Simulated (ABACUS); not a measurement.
Mg:

```
Mg
1.0
     3.20930    0.00000    0.00000
    -1.60465    2.77934    0.00000
     0.00000    0.00000    5.21030
Mg
2
Cartesian
  1.6047 0.9264 3.9077
  0.0000 1.8529 1.3026
```

Base run:

| Property | Result |
| --- | --- |
| Program | ABACUS 3.10.1 |
| Functional | PW91 |
| Potentials or basis | SG15 ONCV 1.2 PBE |
| Cutoff | 1143 eV |
| Density cutoff | 4572 eV |
| Basis | plane waves |
| k mesh | 8 × 8 × 4 |
| Occupations | fermi-dirac, width 0.05 eV |
| Spin | no spin polarisation |

Its results: band gap on the k mesh none (metal or under the smearing width); pressure -0.5 GPa.

Question: The run is repeated on the same cell with these changes: functional from PW91 to SCAN; cutoff from 1143 eV to 1320 eV; density cutoff from 4572 eV to 5279 eV; k mesh from 8 × 8 × 4 to 6 × 6 × 3. What comes out?

Answer: Band gap on the k mesh none (metal or under the smearing width); pressure -0.1 GPa.

Several settings changed at once, so the effect can't be laid on one alone.

Caveats: some runs use coarse meshes; the potentials were made for another functional, which shifts forces and pressure.

Not every run made on this cell is shown here.
